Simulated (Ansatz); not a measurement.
# Ir (Fm-3m) in Ansatz: notebook

The runs below take Ir through band structure, with PBEsol.

All numbers are computed with Ansatz 0.2.0; they aren't measurements. Logs are shortened: lines on timing, memory, paths and dates and some standing lists are left out, and cuts for length are marked.

### 1 Starting point

The structure is cubic, space group Fm-3m (No. 225). Conventional cell: a = 3.831 Å, b = 3.831 Å, c = 3.831 Å, α = 90.00°, β = 90.00°, γ = 90.00°. Ir (site symmetry m-3m) has 12 Ir at 2.71 Å as nearest neighbours.

### 2 Band structure, PBEsol

Contents of input.yaml:

```yaml
crystal:
  lattice:
    - [0.0, 1.9156, 1.9156]
    - [1.9156, 0.0, 1.9156]
    - [1.9156, 1.9156, 0.0]
  atoms:
    - { symbol: Ir, position: [0.0, 0.0, 0.0] }
kpoints:
  mp_grid: { grid: [12, 12, 12] }
  band_path:
    path:
      - [0.0, 0.0, 0.0]
      - [0.5, 0.0, 0.5]
      - [0.5, 0.25, 0.75]
      - [0.375, 0.375, 0.75]
      - [0.0, 0.0, 0.0]
      - [0.5, 0.5, 0.5]
      - [0.625, 0.25, 0.625]
      - [0.5, 0.25, 0.75]
    npoints: 6
scf:
  occupations: { method: fermi_dirac, width: 0.05 }
hamiltonian:
  xc: pbesol
  pseudopotentials: { kind: all_electron, lapw: { basis_error: 0.001 } }
output:
  forces: true
  stress: true
  eigenvalues: true
```

Potentials or basis: all-electron LAPW, scalar-relativistic.

Run with:

```sh
$ ansatz run input.yaml --threads 1 --pin off --max-ram 3072MiB --backend cpu --events-out ev --progress --plain --runs-dir out
```

The log of the run:

```text
Warning: RAYON_NUM_THREADS=1 ignored (pool sized by the plan → 1); use --threads N
LAPW: plane waves up to 8.638 Å⁻¹, error target 1.0e-3 eV per atom; small_component_spin mean_spin; Ir in spheres of 1.355 Å, 41 of its electrons in bands, Dirac shells [] (how accurate: hamiltonian.pseudopotentials.lapw.basis_error, Limitations)
Engine: ansatz 0.2.0, aarch64-unknown-linux-gnu
Pseudopotentials: kind: all_electron
Pseudopotential: Ir, LAPW, valence charge 41, lapw/all_electron/scalar/gaussian/Ir, Koelling and Harmon's equation, gaussian nucleus
Functional definition: PBEsol
  exchange = pbesol_x
  correlation = pbesol_c
Crystal: 1 atoms, lattice volume = 14.059 Å³
Basis set: ecut = 284.28348179898865 eV, 169 PW (Γ), exchange–correlation at level 2
Bands: 25, of which v1, the nominal top of the filled ones, is band 21 counted from 1 (20 counted from 0)
Symmetry: 48 space group operations
Space group: Fm-3m (ITA 225), of the structure as read, at distance tolerance 2.4e-5 Å
k-points: 72 of 1728
Non-local potential: Ir, projectors of the file, none
Initial density: superposition of atomic densities (chi_scale 0.1, normalization cell)
Initial wavefunctions: plane waves of lowest kinetic energy (no species holds an atomic orbital)
Functional: x = pbesol(κ = 0.804, μ = 0.12345679012345678), c = pbesol(β = 0.046)
iter 1 solved again at ethr=4.54e-5 eV; its pass at ethr=1.00e-1 eV (dr2=1.86e-2 eV) is discarded
SCF iter   1: F=—  HF=-484889.837642 eV  |F-HF|=—  |Δ(HF+E_count)|=         —  Δρ=1.85e-2  dr2=1.88e-2  ethr=4.54e-5  ⟨swp⟩=3.2  Hψ=11693  notcnv=0
preconditioner: auto → none  [metal: Δε(μ)=0.010 eV  Ē_g=14.237 eV  σ=0.050 eV  W_gap=0.05  n_scr=8 (ndim 8)  ℏωp=29.7 eV  f_vac=0.000  D(μ)=0.51/eV (n_scr^D=0)  sad-step TF]
SCF iter   2: F=—  HF=-484889.751259 eV  |F-HF|=—  |Δ(HF+E_count)|=   8.64e-2  Δρ=6.22e-3  dr2=2.67e-3  ethr=4.54e-5  ⟨swp⟩=2.4  Hψ=5550  notcnv=0
SCF iter   3: F=—  HF=-484889.747524 eV  |F-HF|=—  |Δ(HF+E_count)|=         —  Δρ=3.60e-3  dr2=8.58e-4  ethr=6.51e-6  ⟨swp⟩=2.0  Hψ=5221  notcnv=0
the basis was enlarged: its passes take 660.5 KiB over the memory plan, 1 of 1 planned eigensolver slots
SCF iter   4: F=—  HF=-484889.747522 eV  |F-HF|=—  |Δ(HF+E_count)|=   2.50e-6  Δρ=1.66e-3  dr2=1.81e-4  ethr=2.09e-6  ⟨swp⟩=2.0  Hψ=5222  notcnv=0
iter 5 solved again at ethr=2.28e-8 eV; its pass at ethr=4.43e-7 eV (dr2=9.35e-6 eV) is discarded
SCF iter   5: F=—  HF=-484889.747474 eV  |F-HF|=—  |Δ(HF+E_count)|=   4.78e-5  Δρ=3.73e-4  dr2=9.35e-6  ethr=2.28e-8  ⟨swp⟩=2.0  Hψ=8883  notcnv=0
SCF iter   6: F=—  HF=-484889.747474 eV  |F-HF|=—  |Δ(HF+E_count)|=   1.46e-7  Δρ=4.22e-5  dr2=1.18e-7  ethr=2.28e-8  ⟨swp⟩=2.0  Hψ=5222  notcnv=0
SCF iter   7: F=-484889.747474 eV  HF=-484889.747474 eV  |F-HF|=4.07e-10  |Δ(HF+E_count)|=   2.05e-8  Δρ=2.38e-6  dr2=3.48e-10  ethr=2.88e-10  ⟨swp⟩=2.0  Hψ=5222  notcnv=0
SCF 1 converged in 7 iterations: F = -484889.747474 eV  dr2 = 3.48e-10
NSCF: frozen V_eff on 43 k-points
SCF converged after 7 iterations
Free energy (F): -484889.747474 eV
Harris-Foulkes:  -484889.747474 eV  (|F-HF|=4.07e-10)
Internal energy: -484889.742750 eV  (E = F + TS)
E sigma→0 (E₀):  -484889.745112 eV
Entropy (-TS):   -0.004724 eV (-4.724 meV/atom)
Fermi energy:    32.107917 eV
--- Per-component energies (eV) ---
  E_band       = -2862.155204
  E_kinetic    = 548621.438413
  E_xc         = -9337.930020
  E_electrostatic = -1024173.251143  (all electrons and nuclei)
  E_smearing   = -0.004724  (= −TS)
  E_closure    = -0.000000  (closes the sum)
  E_atoms      = -484879.537261  (free atoms, spherical and without spin; not in F)
  Σ components = -484889.747474   (vs F -484889.747474, Δ=0.00e0)
  Basis errors (estimates in eV, not in F): energy 2.3e-4 per atom: plane waves 2.0e-4 (9.8e-5 summed), levels above the bands 1.2e-159, relativity 6.4e-8, radial functions 3.4e-5, core shells 4.3e-7; eigenvalues (radial functions only) 2.7e-6; not estimated: angular momenta, meshes, grids; target (lapw.basis_error) 1.0e-3; muffin-tin radii Ir 1.355 Å
--- Forces (eV/Å), atoms counted from 1 ---
  atom   1  Ir     0.00000000    -0.00000000     0.00000000
  max |Σ_I F_I| component: 9.86e-32 eV/Å
--- Stress (GPa, compression-positive) ---
       -0.724078       0.000000      -0.000000
        0.000000      -0.724078      -0.000000
       -0.000000      -0.000000      -0.724078
  P = ⅓ Tr σ = -0.7241 GPa (-7.241 kbar)
--- Band table (eV; the first three rows and the last of 72) ---
  k-point 0: bands = ["-253.3027", "-253.3027", "-253.3027", "-253.2632", "-253.2632", "-60.8556", "-25.2069", "-25.1670", "-25.1670", "-25.1670", "-25.1527", "-25.1527", "-25.1527", "-17.2933", "-17.2933", "-17.2933", "20.8298", "28.1318", "28.1318", "28.1318", "30.8713", "30.8713", "45.6201", "51.1550", "51.1550"]
  k-point 1: bands = ["-253.3027", "-253.3027", "-253.3027", "-253.2632", "-253.2632", "-60.8511", "-25.2065", "-25.1676", "-25.1676", "-25.1670", "-25.1527", "-25.1524", "-25.1524", "-17.3497", "-17.3010", "-17.3010", "21.1400", "27.9684", "28.2626", "28.2626", "30.7875", "30.7875", "46.1543", "49.8722", "51.6752"]
  k-point 2: bands = ["-253.3027", "-253.3027", "-253.3027", "-253.2632", "-253.2632", "-60.8387", "-25.2055", "-25.1694", "-25.1694", "-25.1669", "-25.1529", "-25.1516", "-25.1516", "-17.5021", "-17.3220", "-17.3220", "21.9894", "27.6401", "28.5289", "28.5289", "30.7051", "30.7051", "47.2613", "47.9241", "53.1431"]
  k-point 71: bands = ["-253.3027", "-253.3027", "-253.3027", "-253.2632", "-253.2632", "-60.7651", "-25.1993", "-25.1759", "-25.1759", "-25.1737", "-25.1493", "-25.1493", "-25.1489", "-17.8283", "-17.8283", "-17.6015", "25.7216", "27.1266", "27.1266", "30.2310", "33.5868", "40.2301", "41.1109", "41.1109", "45.4125"]
```

It took 12 s on 1 thread of Arm Neoverse V1, shared host; peak memory 0.29 GiB.

What came out:

- Free energy: -484889.7475 eV
- Pressure: -0.7 GPa
- Band gap along the path: none (metal or under the smearing width)

Levels at the corners of the path, in eV from the Fermi level:
```tsv
point	band 18	band 19	band 20	band 21	band 22	band 23
Γ	-3.98	-3.98	-3.98	-1.24	-1.24	13.51
X	-7.47	0.86	1.47	1.47	1.60	10.55
W	-4.98	-4.98	-1.88	1.48	8.12	9.00
K	-6.10	-2.98	-0.93	0.58	6.20	7.70
Γ	-3.98	-3.98	-3.98	-1.24	-1.24	13.51
L	-4.08	-4.08	-0.87	0.89	0.89	7.28
U	-6.10	-2.98	-0.93	0.58	6.20	7.70
W	-4.98	-4.98	-1.88	1.48	8.12	9.00
```

Caveat: spin-orbit coupling is left out, which moves the levels of the heavy elements.

### 3 Band structure, PBEsol

Edit input.yaml of step 2 so:

```diff
@@ -24,3 +24,6 @@
   xc: pbesol
-  pseudopotentials: { kind: all_electron, lapw: { basis_error: 0.001 } }
+  pseudopotentials:
+    kind: all_electron
+    lapw: { basis_error: 0.001 }
+    relativity: none
 output:
```

Potentials or basis: all-electron LAPW, non-relativistic.

Run with:

```sh
$ ansatz run input.yaml --threads 1 --pin off --max-ram 3072MiB --backend cpu --events-out ev --progress --plain --runs-dir out
```

Run time: 11 s. Hardware: 1 thread of Arm Neoverse V1, shared host; peak memory 0.28 GiB.

The run converged. Its results:

```yaml
Free_energy: -457312.7443 eV
Pressure: 36.9 GPa
Band_gap_along_the_path: none (metal or under the smearing width)
```

Levels at the corners of the path, in eV from the Fermi level:
```
point  band 17  band 18  band 19  band 20  band 21  band 22  band 23  band 24
    Γ    -7.85    -4.00    -4.00    -4.00    -1.34    -1.34    13.71    19.45
    X    -7.65    -7.41     0.69     1.28     1.28     3.43    12.87    12.87
    W    -6.16    -4.70    -4.70    -1.64     1.28    10.33    10.33    12.12
    K    -6.81    -5.81    -2.52    -0.98     0.42     8.81     9.01    13.45
    Γ    -7.85    -4.00    -4.00    -4.00    -1.34    -1.34    13.71    19.45
    L    -7.20    -4.10    -4.10     0.71     0.71     0.80    10.35    13.43
    U    -6.81    -5.81    -2.52    -0.98     0.42     8.81     9.01    13.45
    W    -6.16    -4.70    -4.70    -1.64     1.28    10.33    10.33    12.12
```

Caveat: a pressure of tens of GPa on the cell as given is suspect, and the run, the potentials or the cell itself is likely at fault; relativity is left out, which matters for the heavier elements; spin-orbit coupling is left out, which moves the levels of the heavy elements.

### 4 Band structure, PBEsol

Edit input.yaml of step 3 so:

```diff
@@ -24,6 +24,3 @@
   xc: pbesol
-  pseudopotentials:
-    kind: all_electron
-    lapw: { basis_error: 0.001 }
-    relativity: none
+  pseudopotentials: { kind: all_electron, datasets: crystal }
 output:
```

Potentials or basis: all-electron PAW datasets made for the crystal.

Run with:

```sh
$ ansatz run input.yaml --threads 1 --pin off --max-ram 3072MiB --backend cpu --events-out ev --progress --plain --runs-dir out
```

Run time: 7.8 s. Hardware: 1 thread of Arm Neoverse V1, shared host; peak memory 0.38 GiB.

It converged, with:

* Free energy: -484889.7477 eV
* Pressure: -0.7 GPa
* Band gap along the path: none (metal or under the smearing width)

Levels at the corners of the path, in eV from the Fermi level:
```csv
point,band 4,band 5,band 6,band 7,band 8,band 9,band 10,band 11,band 12,band 13
Γ,-49.40,-11.28,-3.98,-3.98,-3.98,-1.24,-1.24,13.51,19.05,19.05
X,-49.70,-8.06,-7.47,0.86,1.47,1.47,1.60,10.55,11.42,11.42
W,-49.71,-6.39,-4.98,-4.98,-1.88,1.48,8.12,9.00,9.00,13.30
K,-49.64,-7.08,-6.10,-2.98,-0.93,0.58,6.20,7.70,11.49,15.31
Γ,-49.40,-11.28,-3.98,-3.98,-3.98,-1.24,-1.24,13.51,19.05,19.05
L,-49.52,-8.24,-4.08,-4.08,-0.87,0.89,0.89,7.28,13.17,19.07
U,-49.64,-7.08,-6.10,-2.98,-0.93,0.58,6.20,7.70,11.49,15.31
W,-49.71,-6.39,-4.98,-4.98,-1.88,1.48,8.12,9.00,9.00,13.30
```

Caveat: the program warned that the printed levels may be off, so bands, gaps and densities of states are rough; spin-orbit coupling is left out, which moves the levels of the heavy elements.

### 5 Band structure, PBEsol

Edit input.yaml of step 4 so:

```diff
@@ -24,3 +24,6 @@
   xc: pbesol
-  pseudopotentials: { kind: all_electron, datasets: crystal }
+  pseudopotentials:
+    kind: all_electron
+    lapw: { basis_error: 0.001 }
+    dirac_shells: { Ir: ["4p", "4d"] }
 output:
```

Potentials or basis: all-electron LAPW, inner shells corrected to Dirac's equation.

Run with:

```sh
$ ansatz run input.yaml --threads 1 --pin off --max-ram 3072MiB --backend cpu --events-out ev --progress --plain --runs-dir out
```

It took 12 s on 1 thread of Arm Neoverse V1, shared host; peak memory 0.29 GiB.

The run converged. Its results:

| Quantity | Value |
| --- | --- |
| Free energy | -485713.7705 eV |
| Pressure | -0.5 GPa |
| Band gap along the path | none (metal or under the smearing width) |

Levels at the corners of the path, in eV from the Fermi level:
```tsv
point	band 18	band 19	band 20	band 21	band 22	band 23
Γ	-3.98	-3.98	-3.98	-1.24	-1.24	13.51
X	-7.48	0.86	1.47	1.47	1.60	10.55
W	-4.98	-4.98	-1.88	1.48	8.13	9.01
K	-6.11	-2.98	-0.94	0.58	6.21	7.70
Γ	-3.98	-3.98	-3.98	-1.24	-1.24	13.51
L	-4.08	-4.08	-0.87	0.89	0.89	7.29
U	-6.11	-2.98	-0.94	0.58	6.21	7.70
W	-4.98	-4.98	-1.88	1.48	8.13	9.01
```

Caveat: spin-orbit coupling is left out, which moves the levels of the heavy elements.

### 6 Summary

```csv
potentials or basis,cutoff (eV),basis error allowed,pressure (GPa)
"all-electron LAPW, scalar-relativistic",284,0.001 eV/atom,-0.7
"all-electron LAPW, non-relativistic",283,0.001 eV/atom,36.9
all-electron PAW datasets made for the crystal,300,-,-0.7
"all-electron LAPW, inner shells corrected to Dirac's equation",284,0.001 eV/atom,-0.5
```

Alike in all rows: task band structure; level PBEsol; no spin polarisation; cell as given; k mesh 12 × 12 × 12; smearing fermi-dirac 0.05 eV.

Caveats: spin-orbit coupling is left out, which moves the levels of the heavy elements; a pressure of tens of GPa on the cell as given is suspect, and the run, the potentials or the cell itself is likely at fault (some runs); relativity is left out, which matters for the heavier elements (some runs); the program warned that the printed levels may be off, so bands, gaps and densities of states are rough (some runs).

Compare energies only between runs with the same functional and basis.
